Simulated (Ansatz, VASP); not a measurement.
**Mg4Sn in VASP and in Ansatz**

```
Mg Sn
1.0
    -3.31304    3.31304    3.31304
     3.31304   -3.31304    3.31304
     3.31304    3.31304   -3.31304
Mg Sn
4 1
Cartesian
  1.6565 1.6565 -1.6565
  -1.6565 1.6565 1.6565
  1.6565 -1.6565 1.6565
  1.6565 1.6565 1.6565
  0.0000 0.0000 0.0000
```

Change from the starting cell: species swapped into the Hg4Pt type (Im-3m, No. 229).

Alike in both runs: functional PBE; k mesh 4 × 4 × 4; occupations gaussian, width 0.1 eV; no spin polarisation.

Ansatz relaxed the structure, and its values are those at the end. VASP's run is a single point on that final structure, the one shown.

|  | VASP | Ansatz |
| --- | --- | --- |
| version | VASP 6.6.1 | Ansatz 0.2.0 |
| potentials or method | VASP PAW PBE potentials, release 64 (Mg, Sn_d) | scalar-relativistic, plane waves, PAW |
| plane-wave cutoff (eV) | 520 | 420 |
| valence electrons in the cell | 22 | 54 |

|  | VASP | Ansatz | Ansatz less VASP |
| --- | --- | --- | --- |
| gap on the k mesh at the Fermi level (eV) | none | none | - |
| pressure (GPa) | 0.3 | 0.4 | +0.07 |

A gap of «none» marks a metal or a gap that the smearing closes. The two sets of potentials don't hold the same shells in valence.
